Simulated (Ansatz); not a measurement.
Rigid (001) slab of Ti, space group P6_3/mmc (No. 194):

```yaml
crystal:
  lattice:
    - [2.93580, 0.00000, 0.00000]
    - [-1.46790, 2.54247, 0.00000]
    - [0.00000, 0.00000, 23.95429]
  atoms:
    - { symbol: Ti, position: [0.66667, 0.33333, 0.35484] }
    - { symbol: Ti, position: [0.33333, 0.66667, 0.45161] }
    - { symbol: Ti, position: [0.66667, 0.33333, 0.55238] }
    - { symbol: Ti, position: [0.33333, 0.66667, 0.64232] }
```

All numbers below come from DFT r2SCAN, scalar-relativistic, plane waves, PAW (Ansatz 0.2.0). Settings: cutoff 500 eV, Γ-centred mesh 12×12×1 on the computed 5-atom cell, Gaussian smearing of 0.10 eV; no spin polarisation. A dipole correction removes the field between periodic images along c.

An adatom of B is held over the places (i/4, j/4) of the 1×1 surface cell, counted from the highest atom (Ti), and only its height relaxes; one adatom per 7.5 Å². This grid misses the threefold hollows of the hexagonal cell, which often bind best.

Heights over the highest slab atom in Å:

| i | j=0 | j=1 | j=2 | j=3 |
| --- | --- | --- | --- | --- |
| 0 | 2.21 | 1.98 | 1.56 | 1.98 |
| 1 | 1.98 | 1.98 | 1.61 | 1.61 |
| 2 | 1.56 | 1.62 | 1.56 | 1.61 |
| 3 | 1.98 | 1.62 | 1.62 | 1.98 |

(1) Among these places, where is the adatom most and least stable, and how far apart in energy?

Answers

(1) Lowest at (i, j) = (0, 2), (2, 0), (2, 2); highest at (0, 0), 1.34 eV above. All energies in eV:

```csv
i,j=0,j=1,j=2,j=3
0,1.34,0.90,0.00,0.90
1,0.90,0.90,0.18,0.18
2,0.00,0.13,0.00,0.18
3,0.90,0.13,0.13,0.90
```